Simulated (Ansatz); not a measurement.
## Ti: enthalpy against pressure

Ti, Im-3m, a = 3.210 Å. This isn't the element's structure at ambient conditions. Ansatz: PBEsol, PAW, 420 eV, Γ-centred 18×18×18 mesh on 1 atom, Gaussian smearing 0.10 eV; no spin polarisation. Cell and atoms are relaxed at each pressure, and no other structure is tried, so the rows at high pressure may lie past a change of phase. y is the enthalpy over the state at zero pressure; there V0 = 16.542 Å³/atom. The pressures are the targets, met within 0.07 GPa.

| P (GPa) | y (eV/atom) |
| --- | --- |
| -1.0 | -0.1037 |
| 0.0 | 0.0000 |
| 1.0 | 0.1028 |
| 4.0 | 0.4059 |
| 12.0 | 1.1808 |
| 25.0 | ? |
| 50.0 | 4.4058 |
| 90.0 | 7.2844 |

Q: Fit y = c1 P + c2 P² + c3 P³ to the other rows, say what c1 and c2 mean, and predict the missing value.

A: Least squares on the rows shown. y = 0.10246 P − 0.00034667 P² + 1.1947×10⁻⁶ P³. Since dH/dP = V, c1 is V0: 0.10246 eV/GPa × 160.2 = 16.414 Å³ against 16.542; c2 = −V0/(2B0) gives B0 = 148 GPa, where a Birch–Murnaghan fit to the volumes of the same runs (not shown) gives 113 GPa: a cubic over this range folds the higher terms into c2. At P = 25.0 the fit asked for gives 2.3635 eV/atom. The run gave 2.3549 eV/atom, so the fit is 0.0086 eV/atom too high, 0.12 % of the span of the series, against an rms of 0.0009 eV/atom on the fitted rows. With a term in P⁴ added, a fit to the same known rows predicts 2.3543 eV/atom, so most of the miss is curvature that the known rows already hold. Also, this row ran on the mesh 20×20×20, its neighbour on 18×18×18, which can shift it a little.

The mesh isn't the same in all rows (18×18×18, 20×20×20).